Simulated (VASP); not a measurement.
**CaO (rocksalt), PBE single-point calculation: VASP's output and Ansatz's**

POSCAR

```
Ca O
 1.0000000000000000
    -0.0000000000000000    2.3975501229068663    2.3975501229068663
     2.3975501229068663   -0.0000000000000000    2.3975501229068663
     2.3975501229068663    2.3975501229068663   -0.0000000000000000
 Ca  O
   1   1
Cartesian
  0.0000000000000000  0.0000000000000000  0.0000000000000000
  2.3975501229068663  2.3975501229068663  2.3975501229068663
```

VASP ran with the recommended PBE PAW datasets (16 valence electrons in the cell).

From OUTCAR

```
k-points           NKPTS =     47   k-points in BZ     NKDIM =     47   number of bands    NBANDS=     15

   NELECT =      16.0000    total number of electrons

   dimension x,y,z NGX =    28 NGY =   28 NGZ =   28
   dimension x,y,z NGXF=    56 NGYF=   56 NGZF=   56

  energy-cutoff  :      520.00
  volume of cell :       27.56
      direct lattice vectors                 reciprocal lattice vectors
     0.000000000  2.397550123  2.397550123    -0.208546214  0.208546214  0.208546214
     2.397550123  0.000000000  2.397550123     0.208546214 -0.208546214  0.208546214
     2.397550123  2.397550123  0.000000000     0.208546214  0.208546214 -0.208546214

 k-points in reciprocal lattice and weights: KPOINTS created by Atomic Simulation Env
   0.00000000  0.00000000  0.00000000       0.001
   0.10000000  0.00000000  0.00000000       0.008
   0.20000000  0.00000000  0.00000000       0.008
   0.30000000  0.00000000  0.00000000       0.008
   0.40000000  0.00000000  0.00000000       0.008
   0.50000000  0.00000000  0.00000000       0.004
   0.10000000  0.10000000  0.00000000       0.006
   0.20000000  0.10000000  0.00000000       0.024
   ...

 E-fermi :   2.9362

 k-point     1 :       0.0000    0.0000    0.0000
  band No.  band energies     occupation
      1     -35.2177      2.00000
      2     -15.9765      2.00000
      3     -15.9765      2.00000
      4     -15.9765      2.00000
      5     -13.1563      2.00000
      6       2.3897      2.00000
      7       2.3897      2.00000
      8       2.3897      2.00000
      9       7.1607      0.00000
     10       8.6329      0.00000
     11       8.6329      0.00000
     12       8.6329      0.00000
     13      10.1490      0.00000
     14      10.1490      0.00000
     15      17.5065      0.00000

 k-point     2 :       0.1000    0.0000    0.0000
  band No.  band energies     occupation
      1     -35.2077      2.00000
      2     -16.1229      2.00000
      3     -15.9818      2.00000
      4     -15.9818      2.00000
      5     -13.0033      2.00000
      6       2.0277      2.00000
      7       2.2487      2.00000
      8       2.2487      2.00000
      9       7.6191      0.00000
     10       8.6001      0.00000
     11       8.8055      0.00000
     12       8.8055      0.00000
     13      10.3921      0.00000
     14      10.3921      0.00000
     15      17.9090      0.00000

 k-point     3 :       0.2000    0.0000    0.0000
  band No.  band energies     occupation
      1     -35.1813      2.00000
      2     -16.4529      2.00000
      3     -15.9956      2.00000
      4     -15.9956      2.00000
      5     -12.6550      2.00000
      6       1.2529      2.00000
      7       1.9107      2.00000
      8       1.9107      2.00000
      9       8.5266      0.00000
     10       8.7670      0.00000
     11       9.2821      0.00000
     12       9.2821      0.00000
     13      11.0220      0.00000
     14      11.0220      0.00000
     15      18.4973      0.00000

 k-point     4 :       0.3000    0.0000    0.0000
  band No.  band energies     occupation
      1     -35.1485      2.00000
      2     -16.7943      2.00000
      3     -16.0125      2.00000
      4     -16.0125      2.00000
      5     -12.2893      2.00000
      6       0.4768      2.00000
      7       1.5408      2.00000
      8       1.5408      2.00000
      9       8.8225      0.00000
     10       9.8642      0.00000
     11       9.9366      0.00000
     12       9.9366      0.00000
     13      11.8214      0.00000
     14      11.8214      0.00000
     15      18.0148      0.00000

 k-point     5 :       0.4000    0.0000    0.0000
  band No.  band energies     occupation
      1     -35.1217      2.00000
      2     -17.0364      2.00000
      3     -16.0261      2.00000
      4     -16.0261      2.00000
      5     -12.0251      2.00000
      6      -0.0700      2.00000
      7       1.2707      2.00000
      8       1.2707      2.00000
      9       9.2336      0.00000
     10      10.5355      0.00000
     11      10.5355      0.00000
     12      10.6914      0.00000
     13      12.5471      0.00000
     14      12.5471      0.00000
     15      17.0775      0.00000

 k-point     6 :       0.5000    0.0000    0.0000
  band No.  band energies     occupation
      1     -35.1114      2.00000
      2     -17.1230      2.00000
      3     -16.0313      2.00000
      4     -16.0313      2.00000
      5     -11.9295      2.00000
      6      -0.2656      2.00000
      7       1.1732      2.00000
      8       1.1732      2.00000
      9       9.4728      0.00000
     10      10.7836      0.00000
     11      10.7836      0.00000
     12      10.9494      0.00000
     13      12.8708      0.00000
     14      12.8708      0.00000
     15      16.6921      0.00000

 ...

  Total        0.5297990      0.5297990      0.5297990      0.0000000     -0.0000000      0.0000000
  in kB       30.7955981     30.7955981     30.7955981      0.0000000     -0.0000000      0.0000000
  external PRESSURE =      30.7955981 kB  Pullay stress =       0.0000000 kB

 POSITION                                       TOTAL-FORCE (eV/Angst)
 -----------------------------------------------------------------------------------
      0.00000      0.00000      0.00000         0.000000     -0.000000      0.000000
      2.39755      2.39755      2.39755        -0.000000      0.000000     -0.000000
 -----------------------------------------------------------------------------------
    total drift:                                0.000000      0.000000      0.000000

  FREE ENERGIE OF THE ION-ELECTRON SYSTEM (eV)
  ---------------------------------------------------
  free  energy   TOTEN  =       -12.7977068732 eV

  energy  without entropy=      -12.7977068732  energy(sigma->0) =      -12.79770687
```

Datasets and cutoffs are each program's own. VASP's cell holds 16 valence electrons and Ansatz's 16. Ansatz's stress includes a Pulay correction; VASP's doesn't. Ansatz solved a whole band path, VASP its corner points and band edges.

What does Ansatz give for the same cell and level of theory?

gap between bands v and c 3.65 eV; least direct gap 4.02 eV; pressure 2.5 GPa.

Ansatz printed

```
SCF 1 converged in 7 iterations: F = -2387.718193 eV  dr2 = 5.45e-8
  greatest PAW one-centre occupation: 0.995 electrons in one spin orbital (limit 2), on the Ca atom at site 0 (counted from 0), in its partial waves of l = 0
NSCF: frozen V_eff on 102 k-points
SCF converged after 7 iterations
Free energy (F): -2387.718193 eV
Harris-Foulkes:  -2387.718193 eV  (|F-HF|=4.57e-8)
Internal energy: -2387.718193 eV  (E = F + TS)
E sigma→0 (E₀):  -2387.718193 eV
Fermi energy:    9.599407 eV
--- Per-component energies (eV) ---
  E_band       = -99.483550
  E_kinetic    = 456.476726
  E_local      = -887.907924  (includes V_loc(G=0)·N_el)
  E_nonlocal   = 111.530413
  E_hartree    = 294.500419
  E_xc         = -213.388207
  E_vxc        = -268.485171  (∫ρ·V_xc dr)
  E_paw        = -1016.339989  (= ΣΔE_a)
  E_vpaw       = -100.096584  (= ΣTr[D̂ρ^β])
  E_aug_tail   = 0.002424  (compensation charges beyond the density's cutoff)
  E_ewald      = -1132.592056
  E_smearing   = -0.000000  (= −TS)
  E_closure    = 0.000000  (closes the sum)
  Σ components = -2387.718193   (vs F -2387.718193, Δ=0.00e0)
--- Forces (eV/Å), atoms counted from 1 ---
  atom   1  Ca    -0.00000000     0.00000000     0.00000000
  atom   2  O      0.00000000    -0.00000000    -0.00000000
  max |Σ_I F_I| component: 1.31e-29 eV/Å
--- Stress (GPa, compression-positive) ---
        2.464309       0.000000       0.000000
        0.000000       2.464309       0.000000
        0.000000      -0.000000       2.464309
  P = ⅓ Tr σ = 2.4643 GPa (24.643 kbar)
--- Band table (eV; the first three rows and the last of 47) ---
  k-point 0: bands = ["-29.8373", "-10.5975", "-10.5975", "-10.5975", "-7.7574", "7.7720", "7.7720", "7.7720", "12.5612", "14.0277", "14.0277", "14.0277"]
  k-point 1: bands = ["-29.8274", "-10.7426", "-10.6028", "-10.6028", "-7.6064", "7.4125", "7.6327", "7.6327", "13.0187", "13.9936", "14.1992", "14.1992"]
  k-point 2: bands = ["-29.8012", "-11.0702", "-10.6164", "-10.6164", "-7.2621", "6.6417", "7.2981", "7.2981", "13.9206", "14.1625", "14.6732", "14.6732"]
  k-point 46: bands = ["-29.6994", "-11.0813", "-11.0181", "-10.9634", "-7.1617", "6.5648", "6.6144", "6.8564", "13.3157", "14.9394", "16.1953", "17.3617"]
```
